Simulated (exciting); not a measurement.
## Cd: equation of state with PBEsol

Cd:

```
Cd
1.0
     1.60803    0.92840    2.44929
    -1.60803    0.92840    2.44929
     0.00000   -1.85679    2.44929
Cd
1
Cartesian
  0.0000 0.0000 0.0000
```

This isn't the form of Cd at room conditions, which is hcp.

```yaml
Program: exciting (release sodium)
Task: equation of state
Functional: PBEsol
Potentials_or_basis: all-electron LAPW+lo, shipped species files, valence relativity iora*
rgkmax: 9
k_mesh: 10 × 10 × 10
Occupations: fermi-dirac, width 0.05 eV
Spin: no spin polarisation
```

| Property | Result |
| --- | --- |
| Equilibrium volume | 21.01 Å³/atom |
| Bulk modulus at fixed shape and positions | 57 GPa |
| Pressure derivative of the bulk modulus | 5.2 (rough: it moves with the points fitted) |

Energy against volume, from the lowest point:
```tsv
volume (Å³/atom)	energy (meV/atom)
20.623	1.43
21.062	0.00
21.500	2.11
21.939	6.84
22.378	14.19
22.817	23.29
23.255	34.89
```

Caveat: the cell was scaled at fixed shape and fractional positions, which overstates the stiffness of a crystal with free parameters, most of all of layers and chains.
